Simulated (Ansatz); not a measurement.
A (110) slab of TiSi2 (Fddd (No. 70)), 18 planes, outer planes Si (top) and Si (bottom), with 36 atoms (Ti12Si24) in a surface cell of A = 40.535 Å², as cut from the bulk:

```yaml
crystal:
  lattice:
    - [4.75974, 0.00000, 0.00000]
    - [0.00000, 8.51622, 0.00000]
    - [0.00000, 0.00000, 26.68025]
  atoms:
    - { symbol: Si, position: [0.99549, 0.75000, 0.28111] }
    - { symbol: Si, position: [0.49549, 0.50000, 0.28111] }
    - { symbol: Ti, position: [0.75221, 0.25000, 0.30631] }
    - { symbol: Ti, position: [0.25221, 0.00000, 0.30631] }
    - { symbol: Si, position: [0.50892, 0.75000, 0.33152] }
    - { symbol: Si, position: [0.00892, 0.50000, 0.33152] }
    - { symbol: Si, position: [0.24770, 0.25000, 0.35858] }
    - { symbol: Si, position: [0.74770, 0.00000, 0.35858] }
    - { symbol: Ti, position: [0.00441, 0.75000, 0.38379] }
    - { symbol: Ti, position: [0.50441, 0.50000, 0.38379] }
    - { symbol: Si, position: [0.76112, 0.25000, 0.40899] }
    - { symbol: Si, position: [0.26112, 0.00000, 0.40899] }
    - { symbol: Si, position: [0.49990, 0.75000, 0.43606] }
    - { symbol: Si, position: [0.99990, 0.50000, 0.43606] }
    - { symbol: Ti, position: [0.25662, 0.25000, 0.46126] }
    - { symbol: Ti, position: [0.75662, 0.00000, 0.46126] }
    - { symbol: Si, position: [0.01333, 0.75000, 0.48647] }
    - { symbol: Si, position: [0.51333, 0.50000, 0.48647] }
    - { symbol: Si, position: [0.75211, 0.25000, 0.51353] }
    - { symbol: Si, position: [0.25211, 0.00000, 0.51353] }
    - { symbol: Ti, position: [0.50882, 0.75000, 0.53874] }
    - { symbol: Ti, position: [0.00882, 0.50000, 0.53874] }
    - { symbol: Si, position: [0.26553, 0.25000, 0.56394] }
    - { symbol: Si, position: [0.76553, 0.00000, 0.56394] }
    - { symbol: Si, position: [0.00432, 0.75000, 0.59101] }
    - { symbol: Si, position: [0.50432, 0.50000, 0.59101] }
    - { symbol: Ti, position: [0.76103, 0.25000, 0.61621] }
    - { symbol: Ti, position: [0.26103, 0.00000, 0.61621] }
    - { symbol: Si, position: [0.51774, 0.75000, 0.64142] }
    - { symbol: Si, position: [0.01774, 0.50000, 0.64142] }
    - { symbol: Si, position: [0.25652, 0.25000, 0.66848] }
    - { symbol: Si, position: [0.75652, 0.00000, 0.66848] }
    - { symbol: Ti, position: [0.01323, 0.75000, 0.69369] }
    - { symbol: Ti, position: [0.51323, 0.50000, 0.69369] }
    - { symbol: Si, position: [0.76995, 0.25000, 0.71889] }
    - { symbol: Si, position: [0.26995, 0.00000, 0.71889] }
```

These are results of DFT r2SCAN, scalar-relativistic, plane waves, PAW in Ansatz 0.2.0, not measurements. Plane waves to 500 eV, a k mesh through Γ of 7×4×1 on the computed 36-atom cell and Gaussian smearing (0.10 eV); no spin polarisation.

Against the same 36 atoms in the bulk, the slab as cut lies 12.504 eV higher and the relaxed slab 11.706 eV higher.

(1) Work out the surface energy before and after relaxation.

(2) What is the ideal work of this cut, per area?

Answers

(1) The slab has two faces, so γ = (E_slab − N·E_bulk)/(2A), the mean of both. As cut: 12.504/(2 × 40.535) = 0.1542 eV/Å², and 1 eV/Å² = 16.02 J/m², so γ = 2.47 J/m². Relaxed: 11.706/(2 × 40.535) = 0.1444 eV/Å² = 2.31 J/m². Relaxation recovers 6 % of the cost of cutting.

(2) Griffith's ideal work is 2γ: 4.94 J/m² if the new faces stay rigid, 4.63 J/m² if they relax. Other cuts parallel to this plane can cost less. One thickness was run, 18 planes, so γ can still shift with it.